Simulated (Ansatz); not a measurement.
The system is ZrS2.

```xyz
3
Lattice="3.6914 0.0000 0.0000 -1.8457 3.1968 0.0000 0.0000 0.0000 6.0411" Properties=species:S:1:pos:R:3 pbc="T T T"
Zr    0.0000    0.0000    0.0000
S     0.0000    2.1312    1.4372
S     1.8457    1.0656    4.6038
```

The cell is a database's computed one.

- Program: Ansatz 0.2.0
- Task: relaxation of cell and atoms
- Functional: PBE
- Dispersion: D3(BJ)
- Potentials or basis: Ansatz PAW
- Cutoff: 420 eV (not typed: the program's choice for these potentials)
- k mesh: 8 × 8 × 5
- Occupations: fermi-dirac, width 0.05 eV
- Spin: no spin polarisation

At the start: volume 23.76 Å³/atom.

**Question.** How do energy, volume and symmetry change on relaxing?

**Answer.** It ends after 7 steps and the volume is 21.82 Å³/atom (-8.2 %); space group P-3m1 (No. 164, to 0.05 Å).

Step by step:
| step | energy change (eV) | largest force (eV/Å) | volume (Å³) |
| --- | --- | --- | --- |
| 1 | 0.0000 | 0.0563 | 71.29 |
| 2 | -0.0052 | 0.3345 | 63.93 |
| 3 | -0.0383 | 0.0094 | 66.34 |
| 4 | -0.0405 | 0.0196 | 65.52 |
| 5 | -0.0406 | 0.0102 | 65.43 |
| 6 | -0.0406 | 0.0000 | 65.47 |
| 7 | -0.0401 | 0.0002 | 65.47 |

Final structure:
```xyz
3
Lattice="3.6356 0.0000 0.0000 -1.8178 3.1486 0.0000 0.0000 0.0000 5.7198" Properties=species:S:1:pos:R:3 pbc="T T T"
Zr    0.0000    0.0000    0.0000
S     0.0000    2.0990    1.4599
S     1.8178    1.0495    4.2599
```

Caveat: the plane-wave basis is chosen anew once the cell has moved, so the energies of steps on either side of that aren't comparable.
